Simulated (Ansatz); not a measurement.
# HgTe (Coloradoite) (F-43m) in Ansatz: a series of runs

Runs on HgTe (Coloradoite). Level: BPBE. Tasks: single point, equation of state.

Program: Ansatz 0.2.0. These are calculated values, not measurements. Logs are shortened: lines on timing, memory, paths and dates and some standing lists are left out, and cuts for length are marked.

### 1 Starting point

Symmetry: F-43m, No. 216, cubic system. Conventional cell: a = 6.429 Å, b = 6.429 Å, c = 6.429 Å, α = 90.00°, β = 90.00°, γ = 90.00°. Around Hg (site symmetry -43m) lie 4 Te at 2.78 Å. Te (site symmetry -43m) has 4 Hg at 2.78 Å as nearest neighbours.

### 2 Single point, BPBE, 31.22 Å³/atom (volume scaled by 0.94)

input.yaml reads:

```yaml
crystal:
  lattice:
    - [0.0, 3.1488795465, 3.1488795465]
    - [3.1488795465, 0.0, 3.1488795465]
    - [3.1488795465, 3.1488795465, 0.0]
  atoms:
    - { symbol: Hg, position: [0.0, 0.0, 0.0] }
    - { symbol: Te, position: [0.75, 0.75, 0.75] }
hamiltonian:
  xc: { exchange: b88, correlation: pbe }
  pseudopotentials: { kind: paw }
kpoints:
  mp_grid: { grid: [7, 7, 7] }
scf:
  occupations: { method: fermi_dirac, width: 0.05 }
output:
  forces: true
  stress: true
  eigenvalues: true
  write_density: true
  write_potential: true
  elf: true
  volumetric_format: npy
```

Potentials or basis: Ansatz PAW.

Launch:

```
$ ansatz run input.yaml --threads 2 --pin off --max-ram 5120MiB --backend cpu --events-out ev --progress --plain --runs-dir out
```

Log:

```text
Warning: RAYON_NUM_THREADS=2 ignored (pool sized by the plan → 2); use --threads N
Engine: ansatz 0.2.0, aarch64-unknown-linux-gnu
Pseudopotentials: kind: paw
Pseudopotential: Hg, paw, valence charge 20, recommended cutoff 420 eV (normal), Hg.paw.azcp
Pseudopotential: Te, paw, valence charge 16, recommended cutoff 420 eV (normal), Te.paw.azcp
Functional definition: unnamed
  exchange = b88_x
  correlation = pbe_c
Crystal: 2 atoms, lattice volume = 62.445 Å³
Basis set: ecut = 420 eV, 1243 PW (Γ), exchange–correlation on 60×60×60 points (8 copies of the dense FFT grid, shifted against one another)
Bands: 22, of which v1, the nominal top of the filled ones, is band 18 counted from 1 (17 counted from 0)
Symmetry: 24 space group operations
Space group: F-43m (ITA 216), of the structure as read, at distance tolerance 4.0e-5 Å
k-points: 20 of 343 (time reversal used)
Non-local potential: Hg, projectors of the file, l = 0: 3, l = 1: 2, l = 2: 2, l = 3: 1
Non-local potential: Te, projectors of the file, l = 0: 2, l = 1: 2, l = 2: 2, l = 3: 2
PAW form: soft (Blöchl's): semilocal exchange-correlation on the pseudo side does not see the compensation charge
PAW frozen core: Hg, regenerated for the run's functional, and the local potential with it (the file was generated under x = pbe(κ = 0.804, μ = 0.2195149727645171), c = pbe(β = 0.06672455060314922))
PAW frozen core: Te, regenerated for the run's functional, and the local potential with it (the file was generated under x = pbe(κ = 0.804, μ = 0.2195149727645171), c = pbe(β = 0.06672455060314922))
PAW one-centre angular grid: Hg, 590 points (default); XC on 64 Gauss nodes
PAW one-centre angular grid: Te, 590 points (default); XC on 64 Gauss nodes
Initial density: superposition of atomic densities (neutral atoms: chi_scale 0, normalization atom), corrected by the library's trained network
Initial wavefunctions: pseudopotential atomic-orbital guess
Functional: x = b88, c = pbe(β = 0.06672455060314922)
SCF iter   1: F=—  HF=-20856.787531 eV  |F-HF|=—  |Δ(HF+E_count)|=         —  Δρ=1.31e-3  dr2=1.07e-3  ethr=1.77e-3  ⟨swp⟩=6.0  Hψ=2096  notcnv=0
preconditioner: auto → none  [insulator: Δε(μ)=0.726 eV  Ē_g=11.029 eV  σ=0.050 eV  W_gap=0.68  n_scr=14 (ndim 8)  ℏωp=19.9 eV  f_vac=0.163  D(μ)=0.08/eV (n_scr^D=0)  ε∞_Penn≈4.3]
SCF iter   2: F=—  HF=-20856.787545 eV  |F-HF|=—  |Δ(HF+E_count)|=   1.34e-5  Δρ=6.41e-4  dr2=2.31e-4  ethr=2.96e-6  ⟨swp⟩=4.0  Hψ=1127  notcnv=0
SCF iter   3: F=—  HF=-20856.787576 eV  |F-HF|=—  |Δ(HF+E_count)|=   3.09e-5  Δρ=3.02e-4  dr2=2.92e-5  ethr=6.41e-7  ⟨swp⟩=2.0  Hψ=601  notcnv=0
SCF iter   4: F=—  HF=-20856.787647 eV  |F-HF|=—  |Δ(HF+E_count)|=   7.17e-5  Δρ=7.05e-5  dr2=1.79e-6  ethr=8.10e-8  ⟨swp⟩=2.0  Hψ=621  notcnv=0
SCF iter   5: F=—  HF=-20856.787653 eV  |F-HF|=—  |Δ(HF+E_count)|=   6.01e-6  Δρ=1.79e-5  dr2=1.55e-7  ethr=4.96e-9  ⟨swp⟩=2.0  Hψ=621  notcnv=0
SCF iter   6: F=-20856.787654 eV  HF=-20856.787654 eV  |F-HF|=1.84e-8  |Δ(HF+E_count)|=   4.43e-7  Δρ=5.28e-6  dr2=1.37e-8  ethr=2.78e-10  ⟨swp⟩=11.7  Hψ=3195  notcnv=0
SCF 1 converged in 6 iterations: F = -20856.787654 eV  dr2 = 1.37e-8
SCF converged after 6 iterations
Free energy (F): -20856.787654 eV
Harris-Foulkes:  -20856.787654 eV  (|F-HF|=1.84e-8)
Internal energy: -20856.787019 eV  (E = F + TS)
E sigma→0 (E₀):  -20856.787337 eV
Entropy (-TS):   -0.000634 eV (-0.317 meV/atom)
Fermi energy:    10.049717 eV
--- Per-component energies (eV) ---
  E_band       = -738.146967
  E_kinetic    = 787.113825
  E_local      = -4634.763537  (includes V_loc(G=0)·N_el)
  E_nonlocal   = -237.138694
  E_hartree    = 2269.429217
  E_xc         = -347.249366
  E_vxc        = -369.292878  (∫ρ·V_xc dr)
  E_paw        = -14668.783843  (= ΣΔE_a)
  E_vpaw       = -822.919381  (= ΣTr[D̂ρ^β])
  E_aug_tail   = 0.000721  (compensation charges beyond the density's cutoff)
  E_ewald      = -4025.228181
  E_core_change = -0.167160  (= ΣΔE_core)
  E_smearing   = -0.000634  (= −TS)
  E_closure    = 0.000000  (closes the sum)
  Σ components = -20856.787654   (vs F -20856.787654, Δ=0.00e0)
--- Forces (eV/Å), atoms counted from 1 ---
  atom   1  Hg    -0.00000000     0.00000000     0.00000000
  atom   2  Te     0.00000000    -0.00000000     0.00000000
  max |Σ_I F_I| component: 8.79e-17 eV/Å
--- Stress (GPa, compression-positive) ---
        8.435103      -0.000000      -0.000000
        0.000000       8.435103       0.000000
       -0.000000       0.000000       8.435103
  P = ⅓ Tr σ = 8.4351 GPa (84.351 kbar)
--- Band table (eV; the first three rows and the last of 20) ---
  k-point 0: bands = ["-105.2977", "-53.7321", "-53.7321", "-53.7321", "-26.9833", "-26.9833", "-26.9833", "-26.9712", "-26.9712", "-2.5836", "2.1664", "2.1664", "2.1664", "2.7954", "2.7954", "9.4706", "10.0119", "10.0119", "10.0119", "14.1133", "14.1133", "14.1133"]
  k-point 1: bands = ["-105.2977", "-53.7322", "-53.7321", "-53.7321", "-26.9835", "-26.9833", "-26.9833", "-26.9712", "-26.9712", "-2.4677", "2.1989", "2.1989", "2.2035", "2.7920", "2.7920", "7.9067", "9.7483", "9.7483", "10.8337", "14.1474", "14.4419", "14.4419"]
  k-point 2: bands = ["-105.2977", "-53.7323", "-53.7322", "-53.7322", "-26.9837", "-26.9832", "-26.9832", "-26.9711", "-26.9711", "-2.1904", "2.2646", "2.2646", "2.4012", "2.7964", "2.7964", "5.9695", "9.2518", "9.2518", "10.8863", "14.8995", "14.8995", "15.4098"]
  k-point 19: bands = ["-105.2977", "-53.7323", "-53.7323", "-53.7322", "-26.9840", "-26.9834", "-26.9827", "-26.9711", "-26.9707", "-1.6964", "2.3999", "2.4790", "2.7109", "2.7736", "3.4528", "4.1012", "6.7279", "7.5364", "12.9424", "14.4328", "15.7193", "16.5864"]
```

Wall time 2.3 s (2 threads of Arm Neoverse V1, shared host); peak memory 0.34 GiB.

Results:

```
Free energy            : -20856.7877 eV
Pressure               : 8.4 GPa
Band gap on the k mesh : none (metal or under the smearing width)
```

Caveat: the PAW data sets come from PBE, with cores solved anew for the run's functional, which leaves a small shift of forces and pressure.

### 3 Single point, BPBE, 31.89 Å³/atom (volume scaled by 0.96)

input.yaml: that of step 2 with these lines changed.

```diff
@@ -2,5 +2,5 @@
   lattice:
-    - [0.0, 3.1488795465, 3.1488795465]
-    - [3.1488795465, 0.0, 3.1488795465]
-    - [3.1488795465, 3.1488795465, 0.0]
+    - [0.0, 3.1710554852, 3.1710554852]
+    - [3.1710554852, 0.0, 3.1710554852]
+    - [3.1710554852, 3.1710554852, 0.0]
   atoms:
```

Potentials or basis: Ansatz PAW.

Launch:

```
$ ansatz run input.yaml --threads 2 --pin off --max-ram 5120MiB --backend cpu --events-out ev --progress --plain --runs-dir out
```

Wall time 2.4 s (2 threads of Arm Neoverse V1, shared host); peak memory 0.34 GiB.

The run converged. Its results:

```
Free energy            : -20856.8513 eV
Pressure               : 7.0 GPa
Band gap on the k mesh : none (metal or under the smearing width)
```

Caveat: the PAW data sets come from PBE, with cores solved anew for the run's functional, which leaves a small shift of forces and pressure.

### 4 Single point, BPBE, 32.55 Å³/atom (volume scaled by 0.98)

input.yaml: that of step 3 with these lines changed.

```diff
@@ -2,5 +2,5 @@
   lattice:
-    - [0.0, 3.1710554852, 3.1710554852]
-    - [3.1710554852, 0.0, 3.1710554852]
-    - [3.1710554852, 3.1710554852, 0.0]
+    - [0.0, 3.1929255244, 3.1929255244]
+    - [3.1929255244, 0.0, 3.1929255244]
+    - [3.1929255244, 3.1929255244, 0.0]
   atoms:
```

Launch:

```
$ ansatz run input.yaml --threads 2 --pin off --max-ram 5120MiB --backend cpu --events-out ev --progress --plain --runs-dir out
```

Run time: 2.4 s. Hardware: 2 threads of Arm Neoverse V1, shared host; peak memory 0.34 GiB.

The run converged. Its results:

```
Free energy            : -20856.9034 eV
Pressure               : 5.6 GPa
Band gap on the k mesh : none (metal or under the smearing width)
```

Caveat: the PAW data sets come from PBE, with cores solved anew for the run's functional, which leaves a small shift of forces and pressure.

### 5 Single point, BPBE, 33.22 Å³/atom

input.yaml reads:

```yaml
crystal:
  lattice:
    - [0.0, 3.2145, 3.2145]
    - [3.2145, 0.0, 3.2145]
    - [3.2145, 3.2145, 0.0]
  atoms:
    - { symbol: Hg, position: [0.0, 0.0, 0.0] }
    - { symbol: Te, position: [0.75, 0.75, 0.75] }
hamiltonian:
  xc: { exchange: b88, correlation: pbe }
  pseudopotentials: { kind: paw }
kpoints:
  mp_grid: { grid: [7, 7, 7] }
scf:
  occupations: { method: fermi_dirac, width: 0.05 }
output:
  forces: true
  stress: true
  eigenvalues: true
```

Launch:

```
$ ansatz run input.yaml --threads 2 --pin off --max-ram 5120MiB --backend cpu --events-out ev --progress --plain --runs-dir out
```

Wall time 2.2 s (2 threads of Arm Neoverse V1, shared host); peak memory 0.34 GiB.

The run converged. Its results:

```yaml
Free_energy: -20856.9451 eV
Pressure: 4.4 GPa
Band_gap_on_the_k_mesh: none (metal or under the smearing width)
```

Caveat: the PAW data sets come from PBE, with cores solved anew for the run's functional, which leaves a small shift of forces and pressure.

### 6 Single point, BPBE, 33.88 Å³/atom (volume scaled by 1.02)

input.yaml: that of step 5 with these lines changed.

```diff
@@ -2,5 +2,5 @@
   lattice:
-    - [0.0, 3.2145, 3.2145]
-    - [3.2145, 0.0, 3.2145]
-    - [3.2145, 3.2145, 0.0]
+    - [0.0, 3.2357886999, 3.2357886999]
+    - [3.2357886999, 0.0, 3.2357886999]
+    - [3.2357886999, 3.2357886999, 0.0]
   atoms:
@@ -19 +19,5 @@
   eigenvalues: true
+  write_density: true
+  write_potential: true
+  elf: true
+  volumetric_format: npy
```

Potentials or basis: Ansatz PAW.

Launch:

```
$ ansatz run input.yaml --threads 2 --pin off --max-ram 5120MiB --backend cpu --events-out ev --progress --plain --runs-dir out
```

It took 2.4 s on 2 threads of Arm Neoverse V1, shared host; peak memory 0.35 GiB.

Results (log left out):

- Free energy: -20856.9776 eV
- Pressure: 3.4 GPa
- Band gap on the k mesh: none (metal or under the smearing width)

Caveat: the PAW data sets come from PBE, with cores solved anew for the run's functional, which leaves a small shift of forces and pressure.

### 7 Single point, BPBE, 34.54 Å³/atom (volume scaled by 1.04)

input.yaml reads:

```yaml
crystal:
  lattice:
    - [0.0, 3.2568009036, 3.2568009036]
    - [3.2568009036, 0.0, 3.2568009036]
    - [3.2568009036, 3.2568009036, 0.0]
  atoms:
    - { symbol: Hg, position: [0.0, 0.0, 0.0] }
    - { symbol: Te, position: [0.75, 0.75, 0.75] }
hamiltonian:
  xc: { exchange: b88, correlation: pbe }
  pseudopotentials: { kind: paw }
kpoints:
  mp_grid: { grid: [7, 7, 7] }
scf:
  occupations: { method: fermi_dirac, width: 0.05 }
output:
  forces: true
  stress: true
  eigenvalues: true
```

Launch:

```
$ ansatz run input.yaml --threads 2 --pin off --max-ram 5120MiB --backend cpu --events-out ev --progress --plain --runs-dir out
```

Wall time 1.9 s (2 threads of Arm Neoverse V1, shared host); peak memory 0.34 GiB.

The run converged. Its results:

| Quantity | Value |
| --- | --- |
| Free energy | -20857.0017 eV |
| Pressure | 2.5 GPa |
| Band gap on the k mesh | none (metal or under the smearing width) |

Caveat: the PAW data sets come from PBE, with cores solved anew for the run's functional, which leaves a small shift of forces and pressure.

### 8 Single point, BPBE, 35.21 Å³/atom (volume scaled by 1.06)

input.yaml: that of step 7 with these lines changed.

```diff
@@ -2,5 +2,5 @@
   lattice:
-    - [0.0, 3.2568009036, 3.2568009036]
-    - [3.2568009036, 0.0, 3.2568009036]
-    - [3.2568009036, 3.2568009036, 0.0]
+    - [0.0, 3.2775454177, 3.2775454177]
+    - [3.2775454177, 0.0, 3.2775454177]
+    - [3.2775454177, 3.2775454177, 0.0]
   atoms:
@@ -19 +19,5 @@
   eigenvalues: true
+  write_density: true
+  write_potential: true
+  elf: true
+  volumetric_format: npy
```

Launch:

```
$ ansatz run input.yaml --threads 2 --pin off --max-ram 5120MiB --backend cpu --events-out ev --progress --plain --runs-dir out
```

It took 2.6 s on 2 threads of Arm Neoverse V1, shared host; peak memory 0.35 GiB.

Results (log left out):

```
Free energy            : -20857.0185 eV
Pressure               : 1.6 GPa
Band gap on the k mesh : none (metal or under the smearing width)
```

Caveat: the PAW data sets come from PBE, with cores solved anew for the run's functional, which leaves a small shift of forces and pressure.

### 9 Equation of state, BPBE

Potentials or basis: Ansatz PAW.

No new run: the results of the series are fitted here.

Results:

```
Equilibrium volume : 36.74 Å³/atom (rough: see the caveat)
Bulk modulus       : 34 GPa (rough)
```

Energy against volume, from the lowest point:
| volume (Å³/atom) | energy (meV/atom) |
| --- | --- |
| 31.223 | 115.43 |
| 31.887 | 83.59 |
| 32.551 | 57.54 |
| 33.215 | 36.70 |
| 33.880 | 20.48 |
| 34.544 | 8.39 |
| 35.208 | 0.00 |

Caveat: the potentials were made for another functional, which shifts forces and pressure; the minimum lies outside the volumes run. Spin-orbit coupling is left out, which matters for the levels of Hg, Te.
